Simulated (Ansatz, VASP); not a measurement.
**One calculation of Rh, two programs**

```
CELL_PARAMETERS angstrom
2.69407 0.00000 0.00000
-1.34703 2.33313 0.00000
0.00000 0.00000 4.36864
ATOMIC_POSITIONS crystal
Rh 0.33333 0.66667 0.25000
Rh 0.66667 0.33333 0.75000
```

This isn't the form of Rh at room conditions, which is fcc.

Alike in both runs: task single point; functional r2SCAN; k mesh 11 × 11 × 6; occupations fermi-dirac, width 0.05 eV; no spin polarisation.

|  | VASP | Ansatz |
| --- | --- | --- |
| version | VASP 6.6.1 | Ansatz 0.2.0 |
| potentials or method | VASP PAW PBE potentials, release 64 (Rh_pv) | Ansatz PAW |
| plane-wave cutoff (eV) | 520 | 500 |
| valence electrons in the cell | 30 | 34 |

```csv
,VASP,Ansatz,Ansatz less VASP
gap on the k mesh at the Fermi level (eV),none,none,-
pressure (GPa),2.0,0.7,-1.24
largest component of the traceless stress (GPa),0.85,0.87,+0.021
```

A gap of «none» marks a metal or a gap that the smearing closes. The two sets of potentials don't hold the same shells in valence.

Caveats: the PAW data sets were made with another functional, which shifts forces and pressure a little (VASP); the PAW data sets come from PBE, with cores solved anew for the run's functional, which leaves a small shift of forces and pressure (Ansatz).
